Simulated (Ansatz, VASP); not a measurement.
# One calculation of Si, two programs

The input INCAR:

```
SYSTEM = Si
ALGO = Normal
EDIFF = 1E-7
ENCUT = 520
GGA = RE
ISIF = 2
ISMEAR = -1
LASPH = .TRUE.
LCHARG = .FALSE.
LREAL = .FALSE.
LWAVE = .FALSE.
NBANDS = 11
NELM = 60
PREC = Accurate
SIGMA = 0.05
```

The input KPOINTS:

```
k-points
0
G
  9 9 9
  0 0 0
```

File POSCAR:

```
Si
1.0
    0.0000000000      2.8533238012      2.8533238012
    2.8533238012      0.0000000000      2.8533238012
    2.8533238012      2.8533238012      0.0000000000
Si
2
Direct
    0.5000000000      0.5000000000      0.5000000000
    0.7500000000      0.7500000000      0.7500000000
```

Input for Ansatz:

```yaml
crystal:
  lattice:
    - [0.0, 2.8533237984, 2.8533237984]
    - [2.8533237984, 0.0, 2.8533237984]
    - [2.8533237984, 2.8533237984, 0.0]
  atoms:
    - { symbol: Si, position: [0.5, 0.5, 0.5] }
    - { symbol: Si, position: [0.75, 0.75, 0.75] }
hamiltonian:
  xc: revpbe
  pseudopotentials:
    kind: paw
    azcp:
      Si: "pseudopotentials/Si.paw.azcp"
basis:
  ecutwfc: 420
  fft_grid_basis: typed
kpoints:
  mp_grid: { grid: [9, 9, 9], shift: [0, 0, 0] }
magnetization:
  spin_polarized: false
scf:
  occupations: { method: fermi_dirac, width: 0.05 }
output:
  stress: true
```

Alike in both runs: task single point; functional revPBE; k mesh 9 × 9 × 9; occupations fermi-dirac, width 0.05 eV; no spin polarisation.

|  | VASP | Ansatz |
| --- | --- | --- |
| version | VASP 6.6.1 | Ansatz 0.2.0 |
| potentials or method | VASP PAW PBE potentials, release 64 (Si) | plane waves (420 eV) with PAW, scalar-relativistic |
| plane-wave cutoff (eV) | 520 | 420 |
| valence electrons in the cell | 8 | 8 |

```csv
,VASP,Ansatz,Ansatz less VASP
pressure (GPa),-7.8,-7.6,+0.14
```

With one functional, cell and mesh, what is left measures potentials, basis and numerics.

Caveats: the PAW data sets were made with another functional, which shifts forces and pressure a little (VASP). A k mesh can miss the band edges.
